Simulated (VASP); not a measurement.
# Se (Fd-3m) in VASP: further runs

Runs on Se. Level: PBEsol. Tasks: single point.

Program: VASP 6.6.1. These are calculated values, not measurements. Logs are shortened: lines on timing, memory, paths and dates and some standing lists are left out, and cuts for length are marked.

## 1. The structure

The structure is cubic, space group Fd-3m (No. 227). Conventional cell: a = 6.251 Å, b = 6.251 Å, c = 6.251 Å, α = 90.00°, β = 90.00°, γ = 90.00°. Se (site symmetry -43m) is surrounded by 4 Se at 2.71 Å.

This isn't the form of Se at room conditions, which is trigonal, of chains.

## 2. Single point, PBEsol

INCAR reads:

```
  ALGO = Normal
  EDIFF = 1E-6
  ENCUT = 520
  GGA = PS
  ISIF = 2
  ISMEAR = 0
  LASPH = T
  LCHARG = T
  LELF = T
  LREAL = F
  LVHAR = T
  LWAVE = F
  NBANDS = 13
  NELM = 100
  PREC = Accurate
  SIGMA = 0.1
```

KPOINTS reads:

```
k-points
0
Gamma
  6 6 6
```

POSCAR reads:

```
Se
1.0
    0.0000000000      3.1255665700      3.1255665700
    3.1255665700      0.0000000000      3.1255665700
    3.1255665700      3.1255665700      0.0000000000
Se
2
Direct
    0.5000000000      0.5000000000      0.5000000000
    0.7500000000      0.7500000000      0.7500000000
```

Potentials or basis: VASP PAW PBE potentials, release 64 (Se).

The run is started by

```console
> cat potpaw_PBE.64/Se/POTCAR > POTCAR
> mpirun -np 1 vasp_std > vasp.out
```

OUTCAR:

```text
EDIFF = 1E-6
   ENCUT = 520
   GGA = PS
   ISIF = 2
   ISMEAR = 0
   LASPH = T
   LREAL = F
   NELM = 100
   PREC = Accurate

 ion  position               nearest neighbor table
   1  0.500  0.500  0.500-   2 2.71   2 2.71   2 2.71   2 2.71
   2  0.750  0.750  0.750-   1 2.71   1 2.71   1 2.71   1 2.71

  LATTYP: Found a face centered cubic cell.
 ALAT       =     6.2511331400

  Lattice vectors:

 A1 = (   0.0000000000,   3.1255665700,   3.1255665700)
 A2 = (   3.1255665700,   0.0000000000,   3.1255665700)
 A3 = (   3.1255665700,   3.1255665700,   0.0000000000)

Analysis of symmetry for initial positions (statically):
=====================================================================
 Subroutine PRICEL returns:
 Original cell was already a primitive cell.

 Routine SETGRP: Setting up the symmetry group for a
 face centered cubic supercell.

 Subroutine GETGRP returns: Found 48 space group operations
 (whereof 24 operations were pure point group operations)
 out of a pool of 48 trial point group operations.

The static configuration has the point symmetry T_d .
 The point group associated with its full space group is O_h .

Analysis of symmetry for dynamics (positions and initial velocities):
=====================================================================
 Subroutine PRICEL returns:
 Original cell was already a primitive cell.

 Routine SETGRP: Setting up the symmetry group for a
 face centered cubic supercell.

 Subroutine GETGRP returns: Found 48 space group operations
 (whereof 24 operations were pure point group operations)
 out of a pool of 48 trial point group operations.

The dynamic configuration has the point symmetry T_d .
 The point group associated with its full space group is O_h .

 Subroutine INISYM returns: Found 48 space group operations
 (whereof 24 operations are pure point group operations),
 and found     1 'primitive' translations

----------------------------------------------------------------------------------------

                                     Primitive cell

  volume of cell :      61.0684

  direct lattice vectors                    reciprocal lattice vectors
     0.000000000  3.125566570  3.125566570    -0.159970997  0.159970997  0.159970997
     3.125566570  0.000000000  3.125566570     0.159970997 -0.159970997  0.159970997
     3.125566570  3.125566570  0.000000000     0.159970997  0.159970997 -0.159970997

  length of vectors
     4.420218633  4.420218633  4.420218633     0.277077894  0.277077894  0.277077894

  position of ions in fractional coordinates (direct lattice)
     0.500000000  0.500000000  0.500000000
     0.750000000  0.750000000  0.750000000

  ion indices of the primitive-cell ions
   primitive index   ion index
                 1           1
                 2           2

----------------------------------------------------------------------------------------

 KPOINTS: k-points

Automatic generation of k-mesh.
 Grid dimensions read from file:
 generate k-points for:    6    6    6

 Generating k-lattice:

  Cartesian coordinates                     Fractional coordinates (reciprocal lattice)
    -0.026661833  0.026661833  0.026661833     0.166666667  0.000000000  0.000000000
     0.026661833 -0.026661833  0.026661833     0.000000000  0.166666667  0.000000000
     0.026661833  0.026661833 -0.026661833     0.000000000  0.000000000  0.166666667

  Length of vectors
     0.046179649  0.046179649  0.046179649

  Shift w.r.t. Gamma in fractional coordinates (k-lattice)
     0.000000000  0.000000000  0.000000000

 Subroutine IBZKPT returns following result:
 ===========================================

 Found     16 irreducible k-points:

 Following reciprocal coordinates:
            Coordinates               Weight
  0.000000  0.000000  0.000000      1.000000
  0.166667  0.000000  0.000000      8.000000
  0.333333  0.000000  0.000000      8.000000
  0.500000  0.000000  0.000000      4.000000
  0.166667  0.166667  0.000000      6.000000
  0.333333  0.166667  0.000000     24.000000
[... 8 lines left out ...]
 -0.333333  0.333333  0.166667     24.000000
 -0.333333  0.500000  0.166667     12.000000
   k-points           NKPTS =     16   k-points in BZ     NKDIM =     16   number of bands    NBANDS=     13
   number of dos      NEDOS =    301   number of ions     NIONS =      2
   total plane-waves  NPLWV =  46656
   dimension x,y,z NGX =    36 NGY =   36 NGZ =   36
   dimension x,y,z NGXF=    72 NGYF=   72 NGZF=   72
   ions per type =               2
   NGX,Y,Z   is equivalent  to a cutoff of  13.54, 13.54, 13.54 a.u.
   NGXF,Y,Z  is equivalent  to a cutoff of  27.08, 27.08, 27.08 a.u.
 SYSTEM =  unknown system
   PREC   = accura    normal or accurate (medium, high low for compatibility)
   ISTART =      0    job   : 0-new  1-cont  2-samecut
   ICHARG =      2    charge: 1-file 2-atom 10-const
   ISPIN  =      1    spin polarized calculation?
   LNONCOLLINEAR =      F non collinear calculations
   LSORBIT =      F    spin-orbit coupling
   LASPH  =      T    aspherical Exc in radial PAW
   ENCUT  =  520.0 eV  38.22 Ry    6.18 a.u.   8.22  8.22  8.22*2*pi/ulx,y,z
   NELM   =    100;   NELMIN=  2; NELMDL= -5     # of ELM steps
   EDIFF  = 0.1E-05   stopping-criterion for ELM
   LREAL  =      F    real-space projection
   EDIFFG = 0.1E-04   stopping-criterion for IOM
   NSW    =      0    number of steps for IOM
   IBRION =     -1    ionic relax: 0-MD 1-quasi-New 2-CG
   NFREE  =      0    steps in history (QN), initial steepest desc. (CG)
   ISIF   =      2    stress and relaxation
   ISYM   =      2    0-nonsym 1-usesym 2-fastsym
   POTIM  = 0.5000    time-step for ionic-motion
   TEBEG  =    0.0;   TEEND  =   0.0 temperature during run
   PSTRESS=    0.0 pullay stress
   NELECT =      12.0000    total number of electrons
   NUPDOWN=      -1.0000    fix difference up-down
   EMIN   =  10.00;   EMAX   =-10.00  energy-range for DOS
   EFERMI =   0.00;   METHOD = LEGACY
   ISMEAR =     0;   SIGMA  =   0.10  broadening in eV -4-tet -1-fermi 0-gaus
   EFERMI_NEDOS =   21; number of points for ismear=-14 and -15
   IALGO  =     38    algorithm
   IMIX   =      4    mixing-type and parameters
     AMIX     =   0.40;   BMIX     =  1.00
     AMIX_MAG =   1.60;   BMIX_MAG =  1.00
  volume/ion in A,a.u.               =      30.53       206.05
  Fermi-wavevector in a.u.,A,eV,Ry     =   0.951765  1.798575 12.324933  0.905857
  Thomas-Fermi vector in A             =   2.080266
   LORBIT       =      0    0 simple, 1 ext, 2 COOP (PROOUT), +10 PAW based schemes
   GGA     = PS    functional components
   LHFCALC =     F    Hartree Fock is set to
   AEXX    =    0.0000 exact exchange contribution
   IVDW    =     0    specifies the selected vdW correction
   LEPSILON=     F    determine dielectric tensor
   LRPA    =     F    only Hartree local field effects (RPA)
 non-spin polarized calculation
 Gauss-broadening in eV      SIGMA  =   0.10
  energy-cutoff  :      520.00
  volume of cell :       61.07
 maximum number of plane-waves:      1676
 NGX is ok and might be reduce to    36
   NGX = 17   NGY = 17   NGZ = 17

 number of electron      12.0000001 magnetization

 Free energy of the ion-electron system (eV)
  ---------------------------------------------------
  ext. energy  EPLUGINS =         0.00000000
  ---------------------------------------------------
  free energy    TOTEN  =        -6.64158103 eV

  energy without entropy =       -6.63433936  energy(sigma->0) =       -6.63796019

 E-fermi :   2.2264     XC(G=0):  -8.5075

 val. band max:        2.0737292526   @ k =   0.5000   0.1667   0.0000
 cond. band min:       2.2678532167   @ k =   0.1667   0.1667   0.0000
 fundamental gap:      0.1941239641
 Fermi energy:         2.2264316605

 k-point     1 :       0.0000    0.0000    0.0000
  band No.  band energies     occupation
      1     -13.2741      2.00000
      2      -7.9192      2.00000
      3      -1.2975      2.00000
      4      -1.2975      2.00000
      5      -1.2975      2.00000
      6       1.4201      2.00000
      7       1.4201      2.00000
      8       1.4201      2.00000
      9       6.4169      0.00000
     10       9.8037      0.00000
     11       9.8037      0.00000
     12      11.6880      0.00000
     13      11.6880      0.00000

 k-point     2 :       0.1667    0.0000    0.0000
  band No.  band energies     occupation
      1     -13.0876      2.00000
      2      -8.3828      2.00000
      3      -1.5287      2.00000
      4      -1.5287      2.00000
      5      -1.4322      2.00000
      6       1.7702      2.00000
      7       1.7702      2.00000
      8       1.8175      2.00000
      9       7.2634      0.00000
     10       9.2570      0.00000
     11       9.2570      0.00000
     12      11.0696      0.00000
     13      13.1457      0.00000

 k-point     3 :       0.3333    0.0000    0.0000
  band No.  band energies     occupation
      1     -12.6064      2.00000
      2      -9.3445      2.00000
      3      -1.8794      2.00000
      4      -1.8794      2.00000
      5      -1.8057      2.00000
      6       2.3126      0.22306
      7       2.3126      0.22306
      8       3.0867      0.00000
      9       8.3116      0.00000
     10       9.3509      0.00000
     11       9.3509      0.00000
     12      10.5353      0.00000
     13      13.5741      0.00000
[... 177 lines left out ...]
 k-point    15 :      -0.3333    0.3333    0.1667
  band No.  band energies     occupation
      1     -11.7316      2.00000
      2     -10.5538      2.00000
      3      -3.2260      2.00000
      4      -2.6240      2.00000
      5       0.1570      2.00000
      6       1.8003      2.00000
      7       3.5290      0.00000
      8       3.6897      0.00000
      9       7.6924      0.00000
     10       8.7141      0.00000
     11      10.5701      0.00000
     12      12.1402      0.00000
     13      13.5058      0.00000

 k-point    16 :      -0.3333    0.5000    0.1667
  band No.  band energies     occupation
      1     -11.1668      2.00000
      2     -11.1668      2.00000
      3      -3.0136      2.00000
      4      -3.0136      2.00000
      5       0.8250      2.00000
      6       0.8250      2.00000
      7       3.9436      0.00000
      8       3.9436      0.00000
      9       8.1525      0.00000
     10       8.1525      0.00000
     11      11.6692      0.00000
     12      11.6692      0.00000
     13      14.8655      0.00000

------------------------ aborting loop because EDIFF is reached ----------------------------------------

  FORCE on cell =-STRESS in cart. coord.  units (eV):
  Direction    XX          YY          ZZ          XY          YZ          ZX
  --------------------------------------------------------------------------------------
  -------------------------------------------------------------------------------------
  Total       -0.2141972     -0.2141972     -0.2141972      0.0000000      0.0000000      0.0000000
  in kB       -5.6196339     -5.6196339     -5.6196339      0.0000000      0.0000000      0.0000000
  external PRESSURE =      -5.6196339 kB  Pullay stress =       0.0000000 kB

 VOLUME and BASIS-vectors are now :
 -----------------------------------------------------------------------------
  energy-cutoff  :      520.00
  volume of cell :       61.07
      direct lattice vectors                 reciprocal lattice vectors
     0.000000000  3.125566570  3.125566570    -0.159970997  0.159970997  0.159970997
     3.125566570  0.000000000  3.125566570     0.159970997 -0.159970997  0.159970997
     3.125566570  3.125566570  0.000000000     0.159970997  0.159970997 -0.159970997

 POSITION                                       TOTAL-FORCE (eV/Angst)
 -----------------------------------------------------------------------------------
      3.12557      3.12557      3.12557         0.000000      0.000000      0.000000
      4.68835      4.68835      4.68835        -0.000000     -0.000000     -0.000000
 -----------------------------------------------------------------------------------
    total drift:                                0.000000      0.000000      0.000000

  FREE ENERGIE OF THE ION-ELECTRON SYSTEM (eV)
  ---------------------------------------------------
  free  energy   TOTEN  =        -6.6415810255 eV

  energy  without entropy=       -6.6343393631  energy(sigma->0) =       -6.63796019
```

Run time: 9.8 s. Hardware: 1 thread of Intel Xeon Platinum 8559C (Emerald Rapids), shared host; peak memory 0.19 GiB.

Results:

```
Free energy            : -6.6416 eV
Pressure               : -0.6 GPa
Band gap on the k mesh : none (metal or under the smearing width)
```

Caveat: the PAW data sets were made with another functional, which shifts forces and pressure a little.

## 3. Single point, PBEsol (strained and moved within a subgroup)

INCAR reads:

```
PREC = Accurate ; ENCUT = 520
EDIFF = 1E-7 ; ISMEAR = 0
SIGMA = 0.1 ; LREAL = False
LASPH = True ; NELM = 100
ALGO = Normal ; ISIF = 2
LWAVE = False ; LCHARG = True
GGA = PS ; LELF = True
LVHAR = True ; NBANDS = 13
```

KPOINTS reads:

```
Automatic mesh
0
Gamma
  10 10 10
```

POSCAR reads:

```
Se
1.0
    0.0000000000      3.1880466457      3.1411631472
    3.1880466457      0.0000000000      3.1411631472
    3.1880466457      3.1880466457      0.0000000000
Se
2
Direct
    0.5000000000      0.5000000000      0.5000000000
    0.7500000000      0.7500000000      0.7500000000
```

Potentials or basis: VASP PAW PBE potentials, release 64 (Se).

The run is started by

```console
> cat potpaw_PBE.64/Se/POTCAR > POTCAR
> mpirun -np 1 vasp_std > vasp.out
```

OUTCAR:

```text
PREC = Accurate
   ENCUT = 520
   EDIFF = 1E-7
   ISMEAR = 0
   LREAL = False
   LASPH = True
   NELM = 100
   ISIF = 2
   GGA = PS

 ion  position               nearest neighbor table
   1  0.500  0.500  0.500-   2 2.75   2 2.75   2 2.75   2 2.75
   2  0.750  0.750  0.750-   1 2.75   1 2.75   1 2.75   1 2.75

  LATTYP: Found a body centered tetragonal cell.
 ALAT       =     4.5085788038
 C/A-ratio  =     1.3934161002

  Lattice vectors:

 A1 = (   0.0000000000,  -3.1880466457,  -3.1411631472)
 A2 = (   0.0000000000,   3.1880466457,  -3.1411631472)
 A3 = (   3.1880466457,   0.0000000000,   3.1411631472)

Analysis of symmetry for initial positions (statically):
=====================================================================
 Subroutine PRICEL returns:
 Original cell was already a primitive cell.

 Routine SETGRP: Setting up the symmetry group for a
 body centered tetragonal supercell.

 Subroutine GETGRP returns: Found 16 space group operations
 (whereof  8 operations were pure point group operations)
 out of a pool of 16 trial point group operations.

The static configuration has the point symmetry D_2d.
 The point group associated with its full space group is D_4h.

[... 168 lines left out ...]
 Fermi energy:         1.8243868768

 k-point     1 :       0.0000    0.0000    0.0000
  band No.  band energies     occupation
      1     -13.3629      2.00000
      2      -8.4345      2.00000
      3      -1.5561      2.00000
      4      -1.5561      2.00000
      5      -1.4706      2.00000
      6       1.0512      2.00000
      7       1.1177      2.00000
      8       1.1177      2.00000
      9       6.0487      0.00000
     10       9.3658      0.00000
     11       9.5644      0.00000
     12      11.2146      0.00000
     13      11.2146      0.00000
[... 354 lines left out ...]
  band No.  band energies     occupation
      1     -12.3214      2.00000
      2     -10.2952      2.00000
      3      -2.8948      2.00000
      4      -2.7691      2.00000
      5      -0.2999      2.00000
      6       0.2512      2.00000
      7       3.3011      0.00000
      8       3.3356      0.00000
      9       7.1856      0.00000
     10       8.8632      0.00000
     11      10.9507      0.00000
     12      12.2846      0.00000
     13      12.3455      0.00000

 [... further k-points ...]
[... 5 lines left out ...]
  --------------------------------------------------------------------------------------
  -------------------------------------------------------------------------------------
  Total       -0.8755253     -0.8755253     -0.9463293      0.0000000      0.0000000      0.0000000
  in kB      -21.9689577    -21.9689577    -23.7455933      0.0000000      0.0000000      0.0000000
  external PRESSURE =     -22.5611695 kB  Pullay stress =       0.0000000 kB

 VOLUME and BASIS-vectors are now :
 -----------------------------------------------------------------------------
  energy-cutoff  :      520.00
  volume of cell :       63.85
      direct lattice vectors                 reciprocal lattice vectors
     0.000000000  3.188046646  3.141163147    -0.156835848  0.156835848  0.159176705
     3.188046646  0.000000000  3.141163147     0.156835848 -0.156835848  0.159176705
     3.188046646  3.188046646  0.000000000     0.156835848  0.156835848 -0.159176705

 POSITION                                       TOTAL-FORCE (eV/Angst)
 -----------------------------------------------------------------------------------
      3.18805      3.18805      3.14116        -0.000000      0.000000     -0.000000
      4.78207      4.78207      4.71174         0.000000     -0.000000      0.000000
 -----------------------------------------------------------------------------------
    total drift:                                0.000000      0.000000      0.000000

  FREE ENERGIE OF THE ION-ELECTRON SYSTEM (eV)
  ---------------------------------------------------
  free  energy   TOTEN  =        -6.6148879571 eV

  energy  without entropy=       -6.6049780575  energy(sigma->0) =       -6.60993301
```

OSZICAR:

```text
N       E                     dE             d eps       ncg     rms          rms(c)
DAV:   1     0.539422281099E+02    0.53942E+02   -0.47674E+03  2652   0.748E+02
DAV:   2    -0.287825741797E+01   -0.56820E+02   -0.54188E+02  3604   0.128E+02
DAV:   3    -0.658728175218E+01   -0.37090E+01   -0.36730E+01  3347   0.361E+01
DAV:   4    -0.661911654263E+01   -0.31835E-01   -0.31829E-01  3147   0.397E+00
DAV:   5    -0.661934488060E+01   -0.22834E-03   -0.22833E-03  3485   0.341E-01    0.528E+00
DAV:   6    -0.661636449007E+01    0.29804E-02   -0.18072E-03  3222   0.275E-01    0.315E+00
DAV:   7    -0.661486579081E+01    0.14987E-02   -0.39653E-03  3232   0.406E-01    0.541E-02
DAV:   8    -0.661488459293E+01   -0.18802E-04   -0.99244E-05  3242   0.628E-02    0.161E-02
DAV:   9    -0.661488786896E+01   -0.32760E-05   -0.30554E-06  3292   0.113E-02    0.527E-03
DAV:  10    -0.661488795706E+01   -0.88101E-07   -0.35927E-07  3152   0.341E-03
   1 F= -.66148880E+01 E0= -.66099330E+01  d E =-.990990E-02
```

stdout:

```text
POSCAR found type information on POSCAR Se
 POSCAR found :  1 types and       2 ions
 scaLAPACK will be used
 -----------------------------------------------------------------------------
|                                                                             |
|                                                                             |
|     You enforced a specific xc type in the INCAR file but a different       |
|     I HOPE YOU KNOW WHAT YOU ARE DOING!                                     |
|                                                                             |
 -----------------------------------------------------------------------------

 LDA part: xc-table for (Slater+PW92), standard interpolation
 POSCAR, INCAR and KPOINTS ok, starting setup
 FFT: planning ... GRIDC
 FFT: planning ... GRID_SOFT
 FFT: planning ... GRID
 WAVECAR not read
 entering main loop
```

It took 50 s on 1 thread of Intel Xeon Platinum 8259CL at 2.50GHz (Skylake/Cascade Lake), shared host; peak memory 0.23 GiB.

What came out:

* Free energy: -6.6149 eV
* Pressure: -2.3 GPa
* Band gap on the k mesh: none (metal or under the smearing width)

Caveat: the PAW data sets were made with another functional, which shifts forces and pressure a little.
